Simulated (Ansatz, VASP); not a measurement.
# Two plane-wave programs on SiGe

INCAR

```
  PREC = Accurate
  ENCUT = 520
  EDIFF = 1E-6
  ISMEAR = 0
  SIGMA = 0.03
  LREAL = False
  LASPH = True
  NELM = 80
  ALGO = Normal
  ISIF = 2
  LWAVE = False
  LCHARG = False
  GGA = PS
  NBANDS = 26
```

File KPOINTS:

```
regular mesh
0
Gamma
  12 12 6
```

POSCAR

```
SiGe
1.0
    3.9005968931      0.0000000000      0.0000000000
   -1.9502984466      3.3780159994      0.0000000000
    0.0000000000      0.0000000000      7.4099016879
Si Ge
2 2
Direct
    0.6666666667      0.3333333333      0.8745463420
    0.3333333333      0.6666666667      0.3745463420
    0.6666666667      0.3333333333      0.5004526580
    0.3333333333      0.6666666667      0.0004526580
```

Input for Ansatz:

```yaml
crystal:
  lattice:
    - [3.9005968931, 0.0, 0.0]
    - [-1.9502984466, 3.3780159994, 0.0]
    - [0.0, 0.0, 7.4099016879]
  atoms:
    - { symbol: Si, position: [0.6666666667, 0.3333333333, 0.874546342] }
    - { symbol: Si, position: [0.3333333333, 0.6666666667, 0.374546342] }
    - { symbol: Ge, position: [0.6666666667, 0.3333333333, 0.500452658] }
    - { symbol: Ge, position: [0.3333333333, 0.6666666667, 0.000452658] }
basis:
  ecutwfc: 420
kpoints:
  mp_grid: { grid: [12, 12, 6] }
hamiltonian:
  xc: pbesol
scf:
  occupations: { method: gaussian, width: 0.03 }
output:
  forces: true
  stress: true
  eigenvalues: true
```

Change from the starting cell: strain +0.1500 x Voigt [0, 0, 1, 0, 0, 0], atoms carried along.

Alike in both runs: task single point; functional PBEsol; k mesh 12 × 12 × 6; occupations gaussian, width 0.03 eV; no spin polarisation.

```csv
,VASP,Ansatz
version,VASP 6.6.1,Ansatz 0.2.0
potentials or method,"VASP PAW PBE potentials, release 64 (Si, Ge_d)","scalar-relativistic, plane waves, PAW"
plane-wave cutoff (eV),520,420
valence electrons in the cell,36,36
```

```csv
,VASP,Ansatz,Ansatz less VASP
gap on the k mesh at the Fermi level (eV),none,none,-
pressure (GPa),-6.5,-6.5,0.00
largest component of the traceless stress (GPa),9.85,9.82,-0.029
rms of the force components (eV/Å),0.112,0.115,+0.0025
```

Atom by atom the forces differ by 0.002 eV/Å (rms over components). A gap of «none» marks a metal or a gap that the smearing closes. The functional is the same, so the differences come from potentials, cutoffs and numerics.

Caveats: the PAW data sets were made with another functional, which shifts forces and pressure a little (VASP).
